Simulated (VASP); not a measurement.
The system is BaTiO3.

```
CELL_PARAMETERS angstrom
3.99980 0.00000 0.00000
0.00000 3.99980 0.00000
0.00000 0.00000 4.01800
ATOMIC_POSITIONS crystal
Ba 0.00000 0.00000 0.00000
Ti 0.50000 0.50000 0.49000
O 0.50000 0.50000 0.01900
O 0.50000 0.00000 0.51700
O 0.00000 0.50000 0.51700
```

* Program: VASP 6.6.1
* Task: relaxation of cell and atoms
* Functional: PBEsol
* Potentials or basis: VASP PAW PBE potentials, release 64 (Ba_sv, Ti_sv, O)
* Cutoff: 600 eV
* k mesh: 8 × 8 × 8
* Occupations: gaussian, width 0.03 eV
* Spin: no spin polarisation

At the start: pressure -2.2 GPa; volume 12.86 Å³/atom.

Where does the relaxation end?

Over 13 steps the energy falls by 3.0 meV/atom and the volume is 12.79 Å³/atom (-0.5 %); space group P4mm (No. 99, to 0.05 Å).

Step by step:
```tsv
step	energy change (eV)	largest force (eV/Å)	pressure (GPa)	volume (Å³)
1	0.0000	0.3270	-2.15	64.28
2	-0.0031	0.0389	2.65	62.69
3	-0.0086	0.1429	0.46	63.38
4	-0.0112	0.0847	0.32	63.51
5	-0.0125	0.0977	0.08	63.79
6	-0.0127	0.0942	0.10	63.71
7	-0.0137	0.0544	-0.07	63.84
8	-0.0141	0.0693	-0.37	64.05
9	-0.0145	0.0625	0.06	63.93
10	-0.0145	0.0629	0.08	63.93
11	-0.0147	0.0363	0.05	63.95
12	-0.0148	0.0297	0.01	63.96
13	-0.0149	0.0058	0.02	63.97
```

Final structure:
```xyz
5
Lattice="3.9665 0.0000 0.0000 0.0000 3.9665 0.0000 0.0000 0.0000 4.0663" Properties=species:S:1:pos:R:3 pbc="T T T"
Ba    3.9665    3.9665    4.0608
Ti    1.9832    1.9832    1.9599
O     1.9832    1.9832    0.1180
O     1.9832    0.0000    2.1009
O     3.9665    1.9832    2.1009
```

Caveat: the PAW data sets were made with another functional, which shifts forces and pressure a little.
